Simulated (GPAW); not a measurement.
# MgO (Fm-3m): G0W0 with GPAW, start to end

Wanted: ground state, empty states, screening and self-energy for MgO (Fm-3m).

Method: PBE and many-body steps on it, plane waves, in GPAW 26.7.0.

**Experimental background.**

- Gap 7.83 eV: literature experimental gap; bulk crystal (quoted in “Electronic structure of alkaline earth and post-transition metal oxides”, 2009, arxiv:0908.1581).

## 1. Starting point

It takes space group Fm-3m (No. 225, cubic). Conventional cell: a = 4.194 Å, b = 4.194 Å, c = 4.194 Å, α = 90.00°, β = 90.00°, γ = 90.00°. Nearest to Mg lie 6 O at 2.10 Å. O has 6 Mg at 2.10 Å nearest. Farther neighbours and most contacts between anions are not listed.

Coordinates:

```cif
data_structure
_symmetry_space_group_name_H-M 'Fm-3m'
_symmetry_Int_Tables_number 225
_cell_length_a 4.1940
_cell_length_b 4.1940
_cell_length_c 4.1940
_cell_angle_alpha 90.000
_cell_angle_beta 90.000
_cell_angle_gamma 90.000
_cell_volume 73.77
loop_
_atom_site_label
_atom_site_type_symbol
_atom_site_symmetry_multiplicity
_atom_site_Wyckoff_symbol
_atom_site_fract_x
_atom_site_fract_y
_atom_site_fract_z
_atom_site_occupancy
Mg1 Mg 4 a 0.00000 0.00000 0.00000 1
O1 O 4 b 0.50000 0.00000 0.00000 1
```

The cell and positions are those that the Materials Project relaxed with its own functionals (PBE, PBE+U or r2SCAN), kept fixed.

## 2. Ground state

This step: GPAW 26.7.0; DFT, PBE, plane waves, PAW.

The ground-state density comes first.

File run.py:

```python
import json
import numpy as np
from gpaw.mpi import world
from ase import Atoms
from gpaw import GPAW, PW, FermiDirac

atoms = Atoms(['Mg', 'O'],
    cell=[[0.0000000000, 2.0970013927, 2.0970013927],
      [2.0970013927, 0.0000000000, 2.0970013927],
      [2.0970013927, 2.0970013927, 0.0000000000]],
    scaled_positions=[[0.0000000000, 0.0000000000, 0.0000000000],
      [0.5000000000, 0.5000000000, 0.5000000000]],
    pbc=(True, True, True))
calc = GPAW(mode=PW(600),
    xc='PBE',
    kpts={'size': (10, 10, 10), 'gamma': True},
    occupations=FermiDirac(0.001),
    nbands=-7,
    convergence={'density': 1e-6, 'bands': -3},
    maxiter=100,
    txt='gs.txt')
atoms.calc = calc
res = {'energy': atoms.get_potential_energy()}
kpts = calc.get_ibz_k_points()
res['kpts'] = kpts
res['eigenvalues'] = [calc.get_eigenvalues(kpt=k) for k in range(len(kpts))]
res['n_electrons'] = calc.get_number_of_electrons()
calc.write('gs.gpw')

if world.rank == 0:
    with open('result.json', 'w') as f:
        json.dump(res, f, default=lambda x: x.tolist())
```

Run with:

```bash
mpirun -n 4 gpaw python run.py
```

What it wrote:

```text
__  _  _
 | _ |_)|_||  |
 |__||  | ||/\| - 26.7.0

Input parameters:
  mode=PW(ecut=600.0),
  convergence={'density': 1e-06, 'bands': -3},
  kpts=MonkhorstPack(size=(10, 10, 10), gamma=True),
  maxiter=100,
  nbands=-7,
  occupations=Occupations(name='fermi-dirac', width=0.001, fixmagmom=False),
  xc=XC(name='PBE')
  [... matrices ...]
Diagonalizing LCAO Hamiltonian
Converting LCAO to pw mode

              O

       Mg

Atoms  # Å, Bohr magnetons
|   | symbol |        x |        y |        z |    initial magnetic moments |
| 0 |     Mg | 0.000000 | 0.000000 | 0.000000 | ( 0.0000,  0.0000,  0.0000) |
| 1 |      O | 2.097001 | 2.097001 | 2.097001 | ( 0.0000,  0.0000,  0.0000) |

Unit cell  # Å
| periodic |        x |        y |        z |  lengths |    angles |
|      yes | 0.000000 | 2.097001 | 2.097001 | 2.965608 | 60.000000 |
|      yes | 2.097001 | 0.000000 | 2.097001 | 2.965608 | 60.000000 |
|      yes | 2.097001 | 2.097001 | 0.000000 | 2.965608 | 60.000000 |

Number of symmetries: 48
Symmetry operations  # r_c * U_cc + t_c -> r_c
|    | kind |            matrix            |
|  0 |  σ   |  1, 0, 0,  1, 0,-1,  1,-1, 0 |
|  1 |  C2  |  1, 0, 0,  1,-1, 0,  1, 0,-1 |
|  2 |  E   |  1, 0, 0,  0, 1, 0,  0, 0, 1 |
|  3 |  σ   |  1, 0, 0,  0, 0, 1,  0, 1, 0 |
|  4 |  C4  |  1, 0,-1,  1, 0, 0,  1,-1, 0 |
|  5 |  S6  |  1, 0,-1,  1,-1, 0,  1, 0, 0 |
|  6 |  σ   |  1, 0,-1,  0, 1,-1,  0, 0,-1 |
|  7 |  C3  |  1, 0,-1,  0, 0,-1,  0, 1,-1 |
|  8 |  S6  |  1,-1, 0,  1, 0, 0,  1, 0,-1 |
|  9 |  C4  |  1,-1, 0,  1, 0,-1,  1, 0, 0 |
| 10 |  C3  |  1,-1, 0,  0,-1, 1,  0,-1, 0 |
| 11 |  σ   |  1,-1, 0,  0,-1, 0,  0,-1, 1 |
| 12 |  σ   |  0, 1, 0,  1, 0, 0,  0, 0, 1 |
| 13 |  C4  |  0, 1, 0,  0, 1,-1, -1, 1, 0 |
| 14 |  C3  |  0, 1, 0,  0, 0, 1,  1, 0, 0 |
| 15 |  S6  |  0, 1, 0, -1, 1, 0,  0, 1,-1 |
| 16 |  C2  |  0, 1,-1,  1, 0,-1,  0, 0,-1 |
| 17 |  σ   |  0, 1,-1,  0, 1, 0, -1, 1, 0 |
| 18 |  S4  |  0, 1,-1,  0, 0,-1,  1, 0,-1 |
| 19 |  C4  |  0, 1,-1, -1, 1, 0,  0, 1, 0 |
| 20 |  C3  |  0, 0, 1,  1, 0, 0,  0, 1, 0 |
| 21 |  σ   |  0, 0, 1,  0, 1, 0,  1, 0, 0 |
| 22 |  S6  |  0, 0, 1,  0,-1, 1, -1, 0, 1 |
| 23 |  C4  |  0, 0, 1, -1, 0, 1,  0,-1, 1 |
| 24 |  S4  |  0, 0,-1,  1, 0,-1,  0, 1,-1 |
| 25 |  C3  |  0, 0,-1,  0, 1,-1,  1, 0,-1 |
| 26 |  C2  |  0, 0,-1,  0,-1, 0, -1, 0, 0 |
| 27 |  S6  |  0, 0,-1, -1, 0, 0,  0,-1, 0 |
| 28 |  S4  |  0,-1, 1,  1,-1, 0,  0,-1, 0 |
| 29 |  C4  |  0,-1, 1,  0, 0, 1, -1, 0, 1 |
| 30 |  C2  |  0,-1, 1,  0,-1, 0,  1,-1, 0 |
| 31 |  σ   |  0,-1, 1, -1, 0, 1,  0, 0, 1 |
| 32 |  C3  |  0,-1, 0,  1,-1, 0,  0,-1, 1 |
| 33 |  S6  |  0,-1, 0,  0, 0,-1, -1, 0, 0 |
| 34 |  S4  |  0,-1, 0,  0,-1, 1,  1,-1, 0 |
| 35 |  C2  |  0,-1, 0, -1, 0, 0,  0, 0,-1 |
| 36 |  C2  | -1, 1, 0,  0, 1, 0,  0, 1,-1 |
| 37 |  S6  | -1, 1, 0,  0, 1,-1,  0, 1, 0 |
| 38 |  S4  | -1, 1, 0, -1, 0, 1, -1, 0, 0 |
| 39 |  C3  | -1, 1, 0, -1, 0, 0, -1, 0, 1 |
| 40 |  S6  | -1, 0, 1,  0, 0, 1,  0,-1, 1 |
| 41 |  C2  | -1, 0, 1,  0,-1, 1,  0, 0, 1 |
| 42 |  C3  | -1, 0, 1, -1, 1, 0, -1, 0, 0 |
| 43 |  S4  | -1, 0, 1, -1, 0, 0, -1, 1, 0 |
| 44 |  C2  | -1, 0, 0,  0, 0,-1,  0,-1, 0 |
| 45 |  i   | -1, 0, 0,  0,-1, 0,  0, 0,-1 |
| 46 |  σ   | -1, 0, 0, -1, 1, 0, -1, 0, 1 |
| 47 |  C2  | -1, 0, 0, -1, 0, 1, -1, 1, 0 |

BZ-sampling:
  Number of BZ points: 1000
  Number of IBZ points: 47

  Monkhorst-Pack size: [10, 10, 10]
  Monkhorst-Pack shift: [0.05, 0.05, 0.05]

K-points  # in reciprocal-cell coordinates
|     |                                coordinates |     weight |
|   0 | (  0.00000000,   0.00000000,   0.00000000) | 0.00100000 |
|   1 | (  0.10000000,   0.10000000,   0.00000000) | 0.00600000 |
|   2 | (  0.10000000,   0.10000000,   0.10000000) | 0.00800000 |
|   3 | (  0.20000000,   0.10000000,   0.10000000) | 0.01200000 |
|   4 | (  0.20000000,   0.20000000,   0.00000000) | 0.00600000 |
|   5 | (  0.20000000,   0.20000000,   0.10000000) | 0.02400000 |
|   6 | (  0.20000000,   0.20000000,   0.20000000) | 0.00800000 |
|   7 | (  0.30000000,   0.20000000,   0.10000000) | 0.02400000 |
|   8 | (  0.30000000,   0.20000000,   0.20000000) | 0.02400000 |
|   9 | (  0.30000000,   0.30000000,   0.00000000) | 0.00600000 |
| ... |                                            |            |
|  46 | (  0.50000000,   0.50000000,   0.50000000) | 0.00400000 |

Plane wave coefficients: 636
Cutoff: 600.0 eV

Spin-components: 1 (collinear spins)
Bands:           15
Projectors:      10
Spin-degeneracy: 2
Datatype:        complex128

  Storage: CPU
  Wave functions: 6_869_520 bytes (1_717_380 per core)
  Projectors: 9_617_328 bytes (2_404_332 per core)
  [... matrices ...]
Parallelization:
  kpt:    4
  domain: 1
  band:   1

Density:
  Valence electrons: 16.0
  Components: 1
  Grid points: [18 18 18]
  Charge: 0.0  # |e|

Potential:
  Grid points: [18 18 18]

species:
  Mg:
    name:    Magnesium
    Z:       12.0
    valence: 10
    core:    2
    charge:  0.0  # [|e|]
    compensation charges:
      type: gauss
      rc: 0.33  # [Å]
      lmax: 2
    cutoffs:
      filter: 1.86  # [Å]
      core: 0.54  # [Å]
    projectors
    | kind |    occ | energy [eV] | rcut [Å] |
    |   2s |  2.000 |     -79.840 |    1.090 |
    |   3s |  2.000 |      -4.705 |    1.090 |
    |   2p |  6.000 |     -46.613 |    1.085 |
    |   3p |  0.000 |      -1.330 |    1.085 |
    |    d |        |       0.000 |    1.037 |

    Using partial waves for Mg as LCAO basis

  O:
    name:    Oxygen
    Z:       8.0
    valence: 6
    core:    2
    charge:  0.0  # [|e|]
    compensation charges:
      type: gauss
      rc: 0.21  # [Å]
      lmax: 2
    cutoffs:
      filter: 1.17  # [Å]
      core: 0.83  # [Å]
    projectors
    | kind |    occ | energy [eV] | rcut [Å] |
    |   2s |  2.000 |     -23.961 |    0.688 |
    |   2p |  4.000 |      -9.029 |    0.598 |
    |    s |        |       3.251 |    0.688 |
    |    p |        |      18.182 |    0.598 |
    |    d |        |       0.000 |    0.619 |

    Using partial waves for O as LCAO basis

Reference energy: -7490.497190  # eV

eigensolver:
  PPCG
  Converge bands: -3
  niter=2

density mixing:
  MSR1-Mixer
  Pratt-step length: 0.05
  Maximum mixing coefficient: 0.75
  Old densities: 10
  SVD Regularization: 0.005
  Good broyden scale: 1.0
  Trust region scale: 1.0
  Backstep threshold: 4.0
  History deletion threshold: 6.0
  Fourier metric: weight=20.0, sigma=0.015

occupation numbers:
  Fermi-Dirac:
    width: 0.0010  # eV

poisson solver:
  ecut: 4800.0  # eV

xc functional:
  name: PBE with 2 nearest neighbor stencil

Initialization done in: 1.481 s

convergence criteria:
- Maximum integral of absolute [dens]ity change: 1e-06 electrons / valence electron
- Maximum [total energy] change in last 3 cyles: 0.0005 eV / valence electron
- Maximum integral of absolute [eigenst]ate change: 4e-08 eV^2 / valence electron
maximum number of iterations: 100

SCF iterations
|iter     |     time |      energy | eigst |  dens |
|iter:   1|  |  -13.414615 | +1.33 |       |
|iter:   2|  |  -13.064321 | +0.03 | -0.99 |
|iter:   3|  |  -12.100804 | -0.97 | -1.04 |
|iter:   4|  |  -12.106061 | -2.73 | -1.59 |
|iter:   5|  |  -12.111356 | -2.54 | -1.85 |
|iter:   6|  |  -12.111417c| -5.13 | -3.01 |
|iter:   7|  |  -12.111436c| -5.94 | -3.39 |
|iter:   8|  |  -12.111436c| -7.64c| -4.39 |
|iter:   9|  |  -12.111436c| -7.70c| -5.19 |
|iter:  10|  |  -12.111436c| -8.30c| -5.66 |
|iter:  11|  |  -12.111436c| -9.07c| -7.00c|

Converged in 11 steps
SCF loop duration: 1.548 s (0.141 s/step)
Energy contributions relative to reference atoms: (reference = -7490.497190)
  [... matrices ...]
Energy contributions:
  Kinetic:          12.536382
  Coulomb:         -10.342553
  Zero:              0.109795
  External:          0.000000
  Xc:              -14.415060
  Entropy:          -0.000000
  Spinorbit:         0.000000
  ----------------------------
  Free energy:     -12.111436
  Extrapolated:    -12.111436

dipole moment: (-6.014535, -6.014535, -6.014535)  # |e|*Ang

Fermi level: 5.690
Eigenvalues  # (at kpt = [0.000, 0.000, 0.000])
| band index |      eig [eV] | occ [0-2] |
|          0 |       -67.345 |     2.000 |
|          1 |       -34.088 |     2.000 |
|          2 |       -34.088 |     2.000 |
|          3 |       -34.088 |     2.000 |
|          4 |       -12.282 |     2.000 |
|          5 |         5.013 |     2.000 |
|          6 |         5.013 |     2.000 |
|          7 |         5.013 |     2.000 |
|          8 |         9.899 |     0.000 |
|          9 |        20.915 |     0.000 |
|         10 |        20.915 |     0.000 |
|         11 |        20.915 |     0.000 |
|         12 |        24.828 |     0.000 |
|         13 |        26.674 |     0.000 |
|         14 |        26.674 |     0.000 |

Gap: 4.886 eV
Transition (v -> c):
  (s=0, k=0, n=7, [0.00, 0.00, 0.00]) -> (s=0, k=0, n=8, [0.00, 0.00, 0.00])
No difference between direct/indirect transitions
# Writing to gs.gpw (mode='')
  [... matrices ...]
```

Wall time 4.5 s (4 MPI ranks of Intel Xeon 6975P-C (Granite Rapids), shared host); peak memory 0.63 GiB.

This step gave:

```yaml
total_energy: -12.11 eV
gap: 4.886 eV
k_of_the_valence_top: 0, 0, 0
k_of_the_conduction_bottom: 0, 0, 0
least_direct_gap: 4.886 eV
```

The gap is direct, at Γ.

## 3. Bands along the symmetry lines

The cheap functional maps the bands first; the places of the edges decide which points the dearer methods must see.

File run.py:

```python
import json
import numpy as np
from gpaw.mpi import world
from gpaw import GPAW

path = [[0.000000, 0.000000, 0.000000],
    [0.062500, 0.000000, 0.062500],
    [0.125000, 0.000000, 0.125000],
    [0.187500, 0.000000, 0.187500],
    [0.250000, 0.000000, 0.250000],
    [0.312500, 0.000000, 0.312500],
    [0.375000, 0.000000, 0.375000],
    [0.437500, 0.000000, 0.437500],
    [0.500000, 0.000000, 0.500000],
    [0.515625, 0.031250, 0.515625],
    [0.531250, 0.062500, 0.531250],
    [0.546875, 0.093750, 0.546875],
    [0.562500, 0.125000, 0.562500],
    [0.578125, 0.156250, 0.578125],
    [0.593750, 0.187500, 0.593750],
    [0.609375, 0.218750, 0.609375],
    [0.625000, 0.250000, 0.625000],
    [0.375000, 0.375000, 0.750000],
    [0.328125, 0.328125, 0.656250],
    [0.281250, 0.281250, 0.562500],
    [0.234375, 0.234375, 0.468750],
    [0.187500, 0.187500, 0.375000],
    [0.140625, 0.140625, 0.281250],
    [0.093750, 0.093750, 0.187500],
    [0.046875, 0.046875, 0.093750],
    [0.000000, 0.000000, 0.000000],
    [0.062500, 0.062500, 0.062500],
    [0.125000, 0.125000, 0.125000],
    [0.187500, 0.187500, 0.187500],
    [0.250000, 0.250000, 0.250000],
    [0.312500, 0.312500, 0.312500],
    [0.375000, 0.375000, 0.375000],
    [0.437500, 0.437500, 0.437500],
    [0.500000, 0.500000, 0.500000],
    [0.500000, 0.468750, 0.531250],
    [0.500000, 0.437500, 0.562500],
    [0.500000, 0.406250, 0.593750],
    [0.500000, 0.375000, 0.625000],
    [0.500000, 0.343750, 0.656250],
    [0.500000, 0.312500, 0.687500],
    [0.500000, 0.281250, 0.718750],
    [0.500000, 0.250000, 0.750000],
    [0.500000, 0.218750, 0.718750],
    [0.500000, 0.187500, 0.687500],
    [0.500000, 0.156250, 0.656250],
    [0.500000, 0.125000, 0.625000],
    [0.500000, 0.093750, 0.593750],
    [0.500000, 0.062500, 0.562500],
    [0.500000, 0.031250, 0.531250],
    [0.500000, 0.000000, 0.500000]]
calc = GPAW('gs.gpw').fixed_density(kpts=path,
    symmetry='off',
    nbands=18,
    convergence={'bands': 14},
    txt='bands.txt')
res = {}
kpts = calc.get_ibz_k_points()
res['kpts'] = kpts
res['eigenvalues'] = [calc.get_eigenvalues(kpt=k) for k in range(len(kpts))]
res['n_electrons'] = calc.get_number_of_electrons()

if world.rank == 0:
    with open('result.json', 'w') as f:
        json.dump(res, f, default=lambda x: x.tolist())
```

Run with:

```bash
mpirun -n 4 gpaw python run.py
```

What it wrote:

```text
Diagonalizing LCAO Hamiltonian
Converting LCAO to pw mode
convergence criteria:
- Maximum integral of absolute [eigenst]ate change: 4e-08 eV^2 / valence electron
maximum number of iterations: 100

SCF iterations
|iter     |     time |      energy | eigst |  dens |
|iter:   1|  |             | +2.28 |       |
|iter:   2|  |             | +0.83 |       |
|iter:   3|  |             | -0.19 |       |
|iter:   4|  |             | -2.50 |       |
|iter:   5|  |             | -3.72 |       |
|iter:   6|  |             | -5.90 |       |
|iter:   7|  |             | -7.02 |       |
|iter:   8|  |             | -8.32c|       |
SCF steps: 8
  __  _  _
 | _ |_)|_||  |
 |__||  | ||/\| - 26.7.0

Input parameters:
  mode=PW(ecut=600.0),
  convergence={'bands': 14},
  gpts=array([18, 18, 18]),
  kpts=KPoints(kpts=array([[0.      , 0.      , 0.      ],
         [0.0625  , 0.      , 0.0625  ],
         [0.125   , 0.      , 0.125   ],
         [0.1875  , 0.      , 0.1875  ],
[...]
[0.515625, 0.03125 , 0.515625],
[...]
[0.546875, 0.09375 , 0.546875],
[...]
[0.578125, 0.15625 , 0.578125],
[...]
[0.609375, 0.21875 , 0.609375],
[...]
[0.328125, 0.328125, 0.65625 ],
[...]
[0.234375, 0.234375, 0.46875 ],
[...]
[0.140625, 0.140625, 0.28125 ],
[...]
[0.046875, 0.046875, 0.09375 ],
[...]
[0.5     , 0.0625  , 0.5625  ],
         [0.5     , 0.03125 , 0.53125 ],
         [0.5     , 0.      , 0.5     ]])),
  maxiter=100,
  nbands=18,
  occupations=Occupations(name='fermi-dirac', width=0.001, fixmagmom=False),
  parallel={},
  symmetry=Symmetry(point_group=False, time_reversal=False),
  xc=XC(name='PBE')
  [... matrices ...]
timing:  # [seconds]
  Total: 0.034  # ━━━━━━━━━━━━━━━━━━━━━━━━━━━━━━━━━━━━━━━━━━━━━━━━━━━━━━━━━━━
```

The job ended after 4 s (4 MPI ranks; peak memory 0.64 GiB; 15 s of CPU time).

Numbers from this step:

```yaml
gap: 4.886 eV
k_of_the_valence_top: 0, 0, 0
k_of_the_conduction_bottom: 0, 0, 0
least_direct_gap: 4.886 eV
```

The gap is 4.886 eV, as in the run before at this level.

Electronic bands along the path, in eV, zero at the top of the highest filled band; v1 is the highest filled band, c1 the lowest empty one:

```csv
point,v4,v3,v2,v1,c1,c2,c3,c4
Γ,-17.29,0.00,0.00,0.00,4.89,15.90,15.90,15.90
halfway,-16.52,-2.65,-0.74,-0.74,8.24,11.22,15.70,17.64
X,-15.73,-4.12,-1.36,-1.36,9.16,10.18,13.25,19.21
halfway,-15.71,-3.96,-1.82,-1.31,9.56,10.69,13.09,18.83
U,-15.70,-3.52,-2.74,-1.16,10.18,11.99,12.67,18.35
jump to K,-15.70,-3.52,-2.74,-1.16,10.18,11.99,12.67,18.35
halfway,-16.44,-2.96,-1.19,-0.40,8.32,12.08,15.57,18.12
Γ,-17.29,0.00,0.00,0.00,4.89,15.90,15.90,15.90
halfway,-16.68,-2.68,-0.34,-0.34,7.24,12.68,16.79,16.79
L,-15.95,-4.66,-0.66,-0.66,8.00,12.79,16.48,16.48
halfway,-15.81,-4.04,-1.95,-1.00,9.78,12.35,13.70,17.10
W,-15.66,-2.98,-2.98,-1.79,11.76,11.76,12.40,15.73
halfway,-15.69,-3.81,-1.92,-1.58,10.06,11.07,12.90,17.56
X,-15.73,-4.12,-1.36,-1.36,9.16,10.18,13.25,19.21
```

The electronic bands as a text plot (rows in eV, shown from -8.0 to 10.9 only):

```
   10.5 |       ++ +++++  ++++                         +      +++
    9.7 |         +    +++    ++                      +      +++
    8.9 |       ++ ++++                             ++          +
    8.1 |     ++                +              +++++
    7.3 |    +                   ++         +++
    6.6 |                          ++      +
    5.8 |  ++                            ++
    5.0 |++                          ++++
    4.2 |
    3.4 |
    2.6 |
    1.8 |
    1.0 |
    0.3 |**                        ********
   -0.5 | ******            **********  *  ***********
   -1.3 |  **   ************    *  **    **         ******   ****
   -2.1 |    *         **   **** **        *          **  ****
   -2.9 |     **         ***    *           *           ****
   -3.7 |       *****  *********             **       ***   ****
   -4.5 |            **                        *******          *
   -5.2 |
   -6.0 |
   -6.8 |
   -7.6 |
         Γ           X  U|K            Γ         L        W     X
```

## 4. Empty states on the mesh, 8×8×8 mesh, 106 bands

The sums over transitions need many empty states on a uniform mesh; this step solves for them.

File run.py:

```python
import json
import numpy as np
from gpaw.mpi import world
from gpaw import GPAW

calc = GPAW('gs.gpw').fixed_density(kpts={'size': (8, 8, 8), 'gamma': True},
    parallel={'domain': 1, 'band': 1},
    txt='nscf.txt')
calc.diagonalize_full_hamiltonian(nbands=106)
calc.write('full.gpw', mode='all')
res = {}
kpts = calc.get_ibz_k_points()
res['kpts'] = kpts
res['eigenvalues'] = [calc.get_eigenvalues(kpt=k) for k in range(len(kpts))]
res['n_electrons'] = calc.get_number_of_electrons()

if world.rank == 0:
    with open('result.json', 'w') as f:
        json.dump(res, f, default=lambda x: x.tolist())
```

Run with:

```bash
mpirun -n 4 gpaw python run.py
```

What it wrote:

```text
Diagonalizing LCAO Hamiltonian
Converting LCAO to pw mode
convergence criteria:
- Maximum integral of absolute [eigenst]ate change: 4e-08 eV^2 / valence electron
maximum number of iterations: 100

SCF iterations
|iter     |     time |      energy | eigst |  dens |
|iter:   1|  |             | +1.33 |       |
|iter:   2|  |             | +0.21 |       |
|iter:   3|  |             | -0.64 |       |
|iter:   4|  |             | -2.85 |       |
|iter:   5|  |             | -3.99 |       |
|iter:   6|  |             | -6.24 |       |
|iter:   7|  |             | -7.46c|       |
SCF steps: 7
  __  _  _
 | _ |_)|_||  |
 |__||  | ||/\| - 26.7.0

Input parameters:
  mode=PW(ecut=600.0),
  convergence={'density': 1e-06, 'bands': -3},
  gpts=array([18, 18, 18]),
  kpts=MonkhorstPack(size=(8, 8, 8), gamma=True),
  maxiter=100,
  nbands=15,
  occupations=Occupations(name='fermi-dirac', width=0.001, fixmagmom=False),
  parallel={'domain': 1, 'band': 1},
  xc=XC(name='PBE')
Matrix size: 614x614
# Writing to full.gpw (mode='all')
  [... matrices ...]

timing:  # [seconds]
  Total: 1.509  # ━━━━━━━━━━━━━━━━━━━━━━━━━━━━━━━━━━━━━━━━━━━━━━━━━━━━━━━━━━━
```

It took 5.1 s on 4 MPI ranks; peak memory 0.79 GiB.

Numbers from this step:

| Item | Value |
| --- | --- |
| gap | 4.886 eV |
| k of the valence top | 0, 0, 0 |
| k of the conduction bottom | 0, 0, 0 |
| least direct gap | 4.886 eV |
| k points computed | 29 |
| lowest point of the top converged band, above the valence top | 158.5611 eV |

On this mesh the gap is 4.886 eV.

(Part 1 of 2 ends here.)

[Paths, hosts, dates, memory and timing lines, banners, echoed tables and standing remarks are left out of the program output.]

[Logs are printed without paths, hosts, clocks, repeated set-up lines and the standing remarks that a program may print on its own settings, such as how far it seeks lower states.]

[Runs of the session that timed out or met a known fault of the program may be left out.]

[Hosts, paths, dates, database ids (printed as entryN), source tags and the programs' standing remarks are cut or masked in the printed files.]
